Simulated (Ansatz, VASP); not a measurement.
**One calculation of Zn, two programs**

INCAR

```
  PREC = Accurate
  ENCUT = 520
  EDIFF = 1E-6
  ISMEAR = 0
  SIGMA = 0.15
  LREAL = False
  LASPH = True
  NELM = 100
  ALGO = Normal
  ISIF = 2
  LWAVE = False
  LCHARG = False
  GGA = PS
  NBANDS = 12
```

Contents of KPOINTS:

```
regular mesh
0
Gamma
  8 8 8
```

The input POSCAR:

```
Zn
1.0
    0.0000000000      1.9647760000      1.9647760000
    1.9647760000      0.0000000000      1.9647760000
    1.9647760000      1.9647760000      0.0000000000
Zn
1
Direct
   -0.0540428759      0.0557133037      0.0303283471
```

Input for Ansatz:

```yaml
crystal:
  lattice:
    - [0.0, 1.964776, 1.964776]
    - [1.964776, 0.0, 1.964776]
    - [1.964776, 1.964776, 0.0]
  atoms:
    - { symbol: Zn, position: [-0.054042875896860625, 0.055713303654456627, 0.03032834708844517] }
basis:
  ecutwfc: 420.0
kpoints:
  mp_grid:
    grid: [8, 8, 8]
hamiltonian:
  xc: pbesol
  pseudopotentials:
    kind: paw
scf:
  occupations:
    method: gaussian
    width: 0.15
output:
  forces: true
  stress: true
```

This isn't the form of Zn at room conditions, which is hcp.

Alike in both runs: task single point; functional PBEsol; k mesh 8 × 8 × 8; occupations gaussian, width 0.15 eV; no spin polarisation.

```csv
,VASP,Ansatz
version,VASP 6.6.1,Ansatz 0.2.0
potentials or method,"VASP PAW PBE potentials, release 64 (Zn)","plane waves, PAW"
plane-wave cutoff (eV),520,420
valence electrons in the cell,12,12
```

Ansatz gave:

```
pressure (GPa) : -4.7
```

What did VASP give for the same quantities?

Pressure (GPa): -4.4.

Caveats: the PAW data sets were made with another functional, which shifts forces and pressure a little (VASP).
